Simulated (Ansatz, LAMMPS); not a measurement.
**Amorphous TiO2 at 3.55 g/cm^3 (84 atoms): geometry optimisation**

How does amorphous TiO2 at 3.55 g/cm^3 (84 atoms) relax, and what do bonds, charges and levels look like afterwards?

Calculated with Ansatz 0.2.0; Kohn-Sham DFT, PBE, PAW (set soft_2), plane waves.

Report form: the programs' logs are mostly left out.

## (1) The starting structure

The cell holds 84 atoms: 28 Ti and 56 O. Cell: a = 10.151 Å, b = 10.151 Å, c = 10.151 Å, α = 90.0°, β = 90.0°, γ = 90.0°. 84 atoms (28 Ti, 56 O) placed at random at 3.55 g/cm³, melted at 5000 K for 10 ps at fixed volume with the Morse and Coulomb pair potential with partial charges (Pedone, Malavasi, Menziani, Cormack and Segre, J. Phys. Chem. B 110, 11780 (2006)). Quenched from 5000 K to 300 K at 50 K/ps and fixed volume, held 5 ps, then minimised at fixed cell. The density is one point of a scan and needn't be that of the real material.

What the set-up can't give: The quench rate of 50 K/ps is many orders above laboratory rates, so the cell is likely richer in defects and strain than a real sample. The starting topology of bonds comes from the classical model. Only the Γ point is sampled in the main run, in a cell whose shortest periodic width is 10 Å.

## (2) Making the structure

A classical potential makes the cell, at a small fraction of what the same run would cost in DFT.

This step: classical MD, Morse and Coulomb pair potential with partial charges (Pedone, Malavasi, Menziani, Cormack and Segre, J. Phys. Chem. B 110, 11780 (2006)) (LAMMPS 22 Jul 2025 - Update 4).

Input file in.lmp:

```
# melt-quench of Ti28O56
units metal
atom_style charge
boundary p p p
region box block 0 10.1511 0 10.1511 0 10.1511
create_box 2 box
mass 1 47.8670   # Ti
mass 2 15.9990   # O
create_atoms 1 random 28 34533 NULL overlap 1.5 maxtry 2000
create_atoms 2 random 56 34540 NULL overlap 1.5 maxtry 2000
pair_style hybrid/overlay pedone 5.5 coul/long 8.0
pair_coeff * * coul/long
pair_coeff 1 2 pedone 0.024235 2.254703 2.708943 1   # Ti-O
pair_coeff 2 2 pedone 0.042395 1.379316 3.618701 22   # O-O
set type 1 charge 2.4
set type 2 charge -1.2
kspace_style pppm 1.0e-4
neigh_modify delay 0 every 1 check yes
thermo_style custom step time temp pe press density
thermo_modify norm yes
timestep 0.002
thermo 100
min_style cg
minimize 1e-4 1e-4 200 2000
reset_timestep 0
velocity all create 5000 34534 mom yes dist gaussian
fix lim all nve/limit 0.05
fix lan all langevin 5000 5000 0.2 34535 zero yes
thermo 500
run 1000 post no
unfix lim
unfix lan
thermo 833
fix md all nvt temp 5000 5000 0.2
run 5000 post no
unfix md
thermo 4700
fix md all nvt temp 5000 300 0.2
run 47000 post no
unfix md
thermo 1250
fix md all nvt temp 300 300 0.2
run 2500 post no
unfix md
thermo 100
min_style cg
minimize 0 1e-3 2000 20000
write_dump all custom glass.dump id type xs ys zs modify sort id
```

The run is started by

```
lmp -in in.lmp -log none -nocite
```

Elapsed: 24 s, on 1 thread of Arm Neoverse V1, shared host; peak memory 0.073 GiB.

## (3) Single point at the start

A single point comes first, to see the forces before anything moves.

Input file input.yaml:

```yaml
crystal:
  lattice:
    - [10.1511, 0.0, 0.0]
    - [0.0, 10.1511, 0.0]
    - [0.0, 0.0, 10.1511]
  atoms:
    - { symbol: Ti, position: [0.35636, 0.16544, 0.74668] }
    - { symbol: Ti, position: [0.76601, 0.5696, 0.97088] }
    - { symbol: Ti, position: [0.83471, 0.03965, 0.87705] }
    - { symbol: Ti, position: [0.9847, 0.33985, 0.87608] }
    - { symbol: Ti, position: [0.03687, 0.96636, 0.59249] }
    - { symbol: Ti, position: [0.19961, 0.10561, 0.34694] }
    - { symbol: Ti, position: [0.00638, 0.773, 0.03215] }
    - { symbol: Ti, position: [0.79038, 0.7591, 0.74089] }
[... 72 atom lines left out ...]
    - { symbol: O, position: [0.3963, 0.45724, 0.22861] }
    - { symbol: O, position: [0.39731, 0.82721, 0.59548] }
    - { symbol: O, position: [0.93918, 0.91628, 0.44943] }
    - { symbol: O, position: [0.12901, 0.08756, 0.50822] }
kpoints:
  mp_grid: { grid: [1, 1, 1] }
hamiltonian:
  xc: pbe
scf:
  occupations: { method: fermi_dirac, width: 0.025 }
output:
  forces: true
```

The run is started by

```
ansatz run input.yaml --threads 4 --pin off --max-ram 8192MiB --backend cpu --events-out ev --progress --plain --runs-dir out
```

Elapsed: 15 s, on 4 threads of Arm Neoverse V1, shared host; peak memory 1.5 GiB.

Numbers from this run:

- free energy: -101871.1333 eV
- free energy per atom: -1212.7516 eV/atom
- SCF cycles: 11
- r.m.s. force component: 0.6603 eV/Å
- longest force: 2.287 eV/Å
- Fermi energy: 7.595 eV

The r.m.s. force component of 0.66 eV/Å sets the starting point.

Neighbours are counted within 2.64 Å (O-Ti).

Length of the force by element and coordination:

```
element  coordination  atoms  mean length of the force (eV/Å)  spread  least  most
      O           all     56                             1.02   0.390  0.350  2.29
      O             2     33                             1.03   0.392  0.412  2.29
      O             3     22                            0.978   0.373  0.350  1.60
      O             4      1                             1.58       0   1.58  1.58
     Ti           all     28                             1.18   0.393  0.313  1.98
     Ti             4      8                             1.30   0.345  0.622  1.83
     Ti             5     16                             1.09   0.416  0.313  1.98
     Ti             6      4                             1.28   0.277  0.982  1.70
```

## (4) Relaxation

The atoms are relaxed in the fixed cell, aiming at the force tolerance of the input.

input.yaml: that of step 3 with these lines changed.

```diff
@@ -15 +15,4 @@
   forces: true
+relax:
+  f_tol: 0.04
+  max_steps: 250
```

Elapsed: 2.7 min, on 4 threads; peak memory 1.5 GiB; 10 min of CPU time.

Step by step:

```
step  energy less that of the first step (eV)  largest force component (eV/Å)
   1                                   0.0000                          1.7998
   2                                  -2.3220                          0.8094
   3                                  -3.2163                          0.5408
   4                                  -3.8232                          0.3680
   5                                  -3.9597                          0.4419
   6                                  -4.0018                          0.4232
   7                                  -4.0758                          0.2341
   8                                  -4.1327                          0.2341
   9                                  -4.1507                          0.1397
  10                                  -4.0394                          0.3578
  11                                  -4.1672                          0.0826
  12                                  -4.1741                          0.0822
  13                                  -4.1733                          0.1047
  14                                  -4.1788                          0.0240
```

Relaxation steps 10, 13 were tried and not accepted.

The atoms that moved most (Å):

```
atom      dx      dy      dz  length
 O77   0.165   0.436  -0.557   0.726
 O83   0.481  -0.456  -0.026   0.664
 O40  -0.370  -0.354  -0.205   0.552
 Ti1  -0.299  -0.290   0.315   0.522
 O66  -0.176  -0.455  -0.141   0.508
 O58   0.419  -0.140  -0.064   0.446
 O73   0.177  -0.389   0.094   0.438
 O39   0.214   0.318  -0.134   0.406
```

The relaxation changed the energy by -49.7 meV/atom, and atoms moved by 0.27 Å r.m.s., 0.73 Å at most.

## (5) Distances and neighbours after relaxation

Bonds before and after, by the cutoffs listed below:

```
pair  bonds before  bonds after  mean before (Å)  mean after (Å)  spread before (Å)  spread after (Å)
O-Ti           136          143            1.918           1.946              0.220             0.167
```

Density 3.55 g/cm³, 12.45 Å³ an atom.

g(r), total and by pair (bins of 0.1 Å):

```
r (Å)  total   O-O  O-Ti  Ti-Ti
 1.65   0.00  0.00  0.00   0.00
 1.75   1.27  0.00  2.86   0.00
 1.85   4.00  0.00  9.01   0.00
 1.95   1.87  0.00  4.20   0.00
 2.05   1.07  0.00  2.42   0.00
 2.15   0.30  0.00  0.68   0.00
 2.25   0.28  0.00  0.62   0.00
 2.35   0.17  0.19  0.19   0.00
 2.45   0.39  0.61  0.26   0.00
 2.55   0.47  0.90  0.16   0.00
 2.65   0.94  1.96  0.15   0.00
 2.75   1.15  2.39  0.21   0.00
 2.85   1.51  3.33  0.00   0.26
 2.95   1.69  3.55  0.00   0.98
 3.05   1.06  1.94  0.17   1.13
 3.15   0.86  1.23  0.48   0.86
 3.25   0.96  1.10  0.55   2.02
 3.35   0.75  0.85  0.47   1.51
 3.45   1.09  0.84  0.89   2.85
 3.55   1.09  0.34  1.06   4.20
 3.65   0.97  0.75  0.96   1.92
 3.75   0.94  0.72  1.09   1.21
 3.85   1.00  0.57  1.47   0.86
 3.95   1.28  0.75  1.97   0.68
 4.05   0.94  0.52  1.45   0.52
 4.15   1.01  0.62  1.39   1.10
 4.25   0.95  0.59  1.41   0.59
 4.35   1.12  0.65  1.71   0.67
 4.45   1.05  0.56  1.69   0.43
 4.55   0.93  0.69  1.21   0.82
 4.65   1.13  0.66  1.52   1.47
 4.75   0.95  0.80  0.94   1.61
 4.85   0.86  1.01  0.79   0.54
 4.95   1.07  1.38  0.70   1.30
 5.05   1.04  1.46  0.64   0.92
```

Bonds by pair of elements; cutoffs follow the first minimum of g(r), held within bounds set by covalent radii, and pairs that aren't listed don't count as bonded:

```
pair A-B  cutoff (Å)  bonds  mean length (Å)  spread (Å)  shortest (Å)  B about A  A about B
    O-Ti        2.64    143             1.95       0.167          1.75       2.55       5.11
```

How many atoms have how many bonded neighbours:

```
element  mean   2   3  4   5  6
      O  2.55  26  29  1   0  0
     Ti  5.11   0   0  6  13  9
```

Bond angles (no mean is given where the spread exceeds 20°):

```
  angle  count  mean (°)  spread (°)
 O-Ti-O    301         -           -
Ti-O-Ti    119         -           -
```

Bond length by coordination (bonds to H left out):

```
element  coordination  atoms  mean bond length (Å)
      O             2     26                  1.83
      O             3     29                  2.00
      O             4      1                  2.18
     Ti             4      6                  1.82
     Ti             5     13                  1.94
     Ti             6      9                  2.01
```

Rings of the network by King's shortest-path rule, up to 12 atoms, one path for each pair of neighbours; H, halogens, alkali and alkaline-earth atoms are left out, and the last column divides by all other atoms, bonded or not:

```
ring size (atoms)  rings  per network atom
                4     20             0.238
                6     30             0.357
                8     74             0.881
               10     48             0.571
               12     10             0.119
```

For some of the pairs, g(r) has its first main peak near 2.9 Å (O-O) and 1.9 Å (O-Ti). Counting bonds as in the table, 52 % of O atoms have 3 and 46 % of Ti atoms have 5 bonded neighbours. Bonds at O atoms with 2 neighbours average 1.83 Å, against 2.00 Å at those with 3. Rings of 8 atoms are the most common (41 % of those counted); sizes run from 4 to 12, where the search stops.

## (6) Single point at the relaxed geometry

The electronic structure is read at the final geometry, in a run of its own.

Input file input.yaml:

```yaml
crystal:
  lattice:
    - [10.1511, 0.0, 0.0]
    - [0.0, 10.1511, 0.0]
    - [0.0, 0.0, 10.1511]
  atoms:
    - { symbol: Ti, position: [0.32687, 0.13692, 0.77773] }
    - { symbol: Ti, position: [0.76061, 0.58254, 0.9583] }
    - { symbol: Ti, position: [0.83812, 0.02321, 0.86958] }
    - { symbol: Ti, position: [0.97975, 0.33707, 0.87322] }
    - { symbol: Ti, position: [0.06284, 0.94087, 0.60325] }
    - { symbol: Ti, position: [0.20641, 0.10163, 0.33999] }
    - { symbol: Ti, position: [0.00779, 0.76839, 0.03346] }
    - { symbol: Ti, position: [0.78791, 0.75931, 0.72623] }
[... 72 atom lines left out ...]
    - { symbol: O, position: [0.40327, 0.46093, 0.23018] }
    - { symbol: O, position: [0.39974, 0.82156, 0.5844] }
    - { symbol: O, position: [0.98661, 0.87134, 0.44687] }
    - { symbol: O, position: [0.12317, 0.08514, 0.50143] }
kpoints:
  mp_grid: { grid: [1, 1, 1] }
hamiltonian:
  xc: pbe
scf:
  occupations: { method: fermi_dirac, width: 0.025 }
output:
  forces: true
  stress: true
  populations: true
  dos:
    method: { smearing: { sigma: 0.08 } }
    de: 0.05
    projected: { site_lists: { O: [O], Ti: [Ti] } }
  eigenvalues: true
  write_density: true
  write_potential: true
  volumetric_format: npy
```

Elapsed: 26 s, on 4 threads; peak memory 1.5 GiB.

Read from the output:

| Property | Result |
| --- | --- |
| free energy | -101875.3122 eV |
| free energy per atom | -1212.8013 eV/atom |
| SCF cycles | 12 |
| pressure | 1.171 GPa |
| r.m.s. force component | 0.00651 eV/Å |
| longest force | 0.0283 eV/Å |
| Fermi energy | 7.667 eV |
| gap (highest filled to lowest empty level) | 2.592 eV |
| spilling of the projection | 0.003403 |

Löwdin charges by element and coordination (they lack the spilled electrons, 0.027 e an atom on average):

```
element  coordination  atoms  mean charge (e)  spread   least    most
      O           all     56           -0.625  0.0467  -0.717  -0.521
      O             2     26           -0.586  0.0328  -0.648  -0.521
      O             3     29           -0.656   0.024  -0.702  -0.592
      O             4      1           -0.717       0  -0.717  -0.717
     Ti           all     28             1.33  0.0201    1.29    1.38
     Ti             4      6             1.32  0.0192    1.29    1.34
     Ti             5     13             1.33  0.0188    1.31    1.38
     Ti             6      9             1.34  0.0174    1.30    1.35
```

States in the cell by windows of 0.5 eV, zero at the Fermi level; the larger projections on atomic orbitals stand beside the total:

```
from (eV)  to (eV)  total   O p  Ti d
      -10     -6.5    0.0   0.0   0.0
     -6.5       -6    1.0   0.7   0.2
       -6     -5.5   23.9  16.8   5.5
     -5.5       -5   43.4  30.3  11.4
       -5     -4.5   52.8  37.8  12.8
     -4.5       -4   36.0  27.5   7.1
       -4     -3.5   35.4  28.1   6.0
     -3.5       -3   36.2  29.7   5.3
       -3     -2.5   41.4  35.8   4.5
     -2.5       -2   39.3  35.3   3.2
       -2     -1.5   22.3  20.7   1.3
     -1.5       -1    4.3   4.0   0.2
       -1        1    0.0   0.0   0.0
        1      1.5   12.0   0.8  10.9
      1.5        2   41.1   3.7  36.0
        2      2.5   34.4   4.7  28.1
      2.5        3   37.9   6.6  29.1
```

Between -26 and -10 eV lie 112 more states.

The stored curve holds about 448 of the 672 electrons; the rest, give or take the few that broadening carries across the Fermi level, lie in deeper levels below its range.

The levels nearest the highest filled one (over half full), pooled over k-points and spins:

```
level less the highest filled one (eV)  occupation
                                -0.413           2
                                -0.390           2
                                -0.358           2
                                -0.242           2
                                -0.186           2
                                     0           2
                                  2.59           0
                                  2.64           0
                                  2.68           0
                                  2.73           0
                                  2.73           0
                                  2.77           0
```

Valence density in the bc plane at fractional x = 0.443, with atoms of Ti and O within 0.2 Å of it. It is the smooth field of the valence electrons, not physical close to the nuclei.

Ten steps, logarithmic in the rise over the least value, from '0' (0.0 e/Å³) to '9' (9.0 e/Å³), each cell a mean:
```
11234665310000000001112232211
00125898520000000000012355421
00125798520000000000013688741
00123565310000000110013689741
00122232100000012321112577531
12343210000111124543111233310
13676420000111245553111111100
25798520000012355432112232100
24787520000122343221124554210
12454210001355432100135776310
01111000013588742000125675310
10000000013689741000023453211
11000000134577531000112332111
11000001478754210001233321111
10000012699963100013565421011
00000012589863110025887521000
00000011256544421125787521000
00000111112467642123555310000
10001121112468753212232100011
32112221101356543223443111233
54466421000123222246775312456
55799731000001111247986422466
45899741000000000136776322345
23687642100000000023443222222
```
Columns run along b (10.2 Å), rows up along c (10.2 Å). Atoms in or near the plane, at fractional coordinates: Ti at (0.35, 0.38), Ti at (0.12, 0.06), O at (0.11, 0.67), O at (0.86, 0.85), O at (0.22, 0.91), O at (0.73, 0.33), O at (0.45, 0.52), O at (0.71, 0.09).

Electrostatic potential energy in the bc plane at fractional x = 0.443, with atoms of Ti and O within 0.2 Å of it. With pseudopotentials it is smooth inside the atoms' cores, unlike the true potential.

Values in eV, 13 rows by 16 columns, each cell a mean:
```
  9   3  -4 -20  -3  12  13  13  13  13  13  11   8   3   7  11
 11   9   0 -24  -6  12  13  13  13  13  13  12   7 -25 -19  11
 11   7   6   8  12  13  13  11  10   9  11  12   9  -9  -4  12
 11  -8  -8  10  13  13  11   5  -2  -2   7  11  10   9  11  12
 10 -19 -18  11  13  13  11   3  -7  -1   9  12   7   1  11  13
 13  11  11  13  13  12  -3 -17   3   9  11  11  -2 -18   8  13
 13  13  13  11   8   3 -13 -22   5  13  12  10   2  -1   8  12
 13  13  12   9  -7 -27 -23   2  12  13  13   5   2   3   9  13
 13  13  12   9  -6 -26 -22   2  11  13   8 -27 -17  10  12  13
 13  12  12  11   8   3  -1 -17   2   9   9  -3   2  11  12  13
 10   5   4   9  11  11   7  -8   1   2   6   6  10  11  12  10
 -3 -22 -26  -5   9  11  12  11   7   5  -5 -30  -6  10   8 -11
  0 -24 -27  -6   9  12  12  13  12  12   8  -7   2   3   7   8
```
Columns run along b (10.2 Å; values clipped at the 3rd and 97th percentile), rows up along c (10.2 Å). Atoms in or near the plane, at fractional coordinates: Ti at (0.35, 0.38), Ti at (0.12, 0.06), O at (0.11, 0.67), O at (0.86, 0.85), O at (0.22, 0.91), O at (0.73, 0.33), O at (0.45, 0.52), O at (0.71, 0.09).

Mean Löwdin charges: O -0.62, Ti +1.33 e (they miss 0.34 % of the electrons, so they add up to more than the cell's charge). The largest share in the top eV of filled states is O p (92 % of the projected weight), and in the lowest eV of empty states Ti d (88 % of the projected weight).

The surroundings of O29, which has 4 bonded neighbours where the commonest count for O is 3, nearest first, numbered as they follow in the input and with coordinates relative to it.

```
atom      x      y      z  distance (Å)  bonds  Löwdin charge (e)
 O29   0.00   0.00   0.00          0.00      4              -0.72
Ti19   1.00  -0.92  -1.28          1.86      5               1.32
Ti20  -0.82   1.69  -0.71          2.00      5               1.32
 Ti6  -1.26  -1.14   1.52          2.28      5               1.34
 O35  -0.62   0.58   2.41          2.55      3              -0.68
 Ti9   1.02   1.43   1.90          2.58      5               1.32
 O81   0.74   2.51   0.41          2.65      3              -0.69
 O77  -0.64  -1.48  -2.21          2.74      3              -0.69
 O41  -2.54  -1.19   0.23          2.82      2              -0.58
 O37  -2.07   0.75  -1.89          2.90      3              -0.70
```

The column of bonds counts only the pairs O-Ti within 2.64 Å; other neighbours, such as metal atoms beside each other in a compound, aren't counted, and periodic images can show an atom twice.

## (7) K-mesh 2×2×2

A denser mesh tests the sampling of the Brillouin zone.

input.yaml: that of step 6 with these lines changed.

```diff
@@ -8,3 +8,3 @@
 kpoints:
-  mp_grid: { grid: [1, 1, 1] }
+  mp_grid: { grid: [2, 2, 2] }
 hamiltonian:
@@ -22,4 +22 @@
   eigenvalues: true
-  write_density: true
-  write_potential: true
-  volumetric_format: npy
```

Wall time 3.7 min (4 threads); peak memory 5.6 GiB.

The program notes that it cut back its work space to fit the memory limit.

Geometry and reference: those of the single point at the relaxed geometry.

Forces differ from those of the single point at the relaxed geometry by 14 meV/Å r.m.s.; the energy by -0.62 meV/atom and the gap by -0.015 eV. It took 3.7 min and 12 cycles; the reference's time can't be set against it, since the two runs asked for unlike analyses.

(Part 1 of 2 ends here.)

[Logs are printed without paths, hosts, clocks, repeated set-up lines and the standing remarks that a program may print on its own settings, such as how far it seeks lower states.]

[Hosts, paths, dates, database ids (printed as entryN), source tags and the programs' standing remarks are cut or masked in the printed files.]
